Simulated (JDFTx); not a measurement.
Runs of JDFTx 1.7.0 (patched build) on KCl (Sylvite). It takes space group Fm-3m (No. 225, cubic). The conventional cell has a = 6.293 Å, b = 6.293 Å, c = 6.293 Å, α = 90.00°, β = 90.00°, γ = 90.00°. Around K (site symmetry m-3m) lie 6 Cl at 3.15 Å. Around Cl (site symmetry m-3m) lie 6 K at 3.15 Å. 

```csv
task,level,potentials or basis,k mesh,cutoff (eV),density cutoff over wavefunction cutoff,max SCF steps,SCF threshold on the energy,solver of the electrons,band ratio of the Davidson solver,mesh quality,gap on the mesh (eV),pressure (GPa),V0 of scaled cells (Å³/atom),B0 (GPa)
equation of state,PBEsol,PseudoDojo-SR-PBEsol-0.4.1-standard,7 × 7 × 7,1007,8,100,1e-09 Ha,scf,-,not flagged,-,-,30.40,18
single point,TASK,SG15-PBE-1.2,6 × 6 × 6,1088,8,100,1e-09 Ha,scf,-,not flagged,8.49,(a),-,-
single point,PBEsol,PseudoDojo-SR-PBEsol-0.4.1-standard,4 × 4 × 4,1007,8,100,1e-09 Ha,scf,-,coarse,5.03,-0.4,-,-
equation of state,PBEsol,PseudoDojo-SR-PBEsol-0.4.1-standard with smoothed tails,7 × 7 × 7,1007,8,100,1e-09 Ha,scf,-,not flagged,-,-,(c),18
single point,PBE,PseudoDojo-SR-PBE-0.5-standard,7 × 7 × 7,1007,8,100,1e-09 Ha,scf,-,not flagged,5.19,0.7,-,-
single point,PBEsol,PseudoDojo-SR-PBEsol-0.4.1-standard,7 × 7 × 7,1007,8,100,1e-09 Ha,scf,-,not flagged,5.03,-0.4,-,-
equation of state,PBE,PseudoDojo-SR-PBE-0.5-standard,7 × 7 × 7,1007,4,100,1e-08 Ha,scf,-,not flagged,-,-,32.47,(b)
```

Alike in all rows: no spin polarisation; cell as given; smearing fermi-dirac 0.05 eV.

Q: Estimate the missing entries.

A: (a) 6.5; (b) 16; (c) 30.41.

Caveats: some runs use coarse meshes; the empty levels aren't tightly converged (some runs); an odd mesh through Γ misses points on the zone boundary, where band edges often lie (some runs); the potentials were made for another functional, which shifts forces and pressure (some runs).

Not every run made on this cell is shown here.
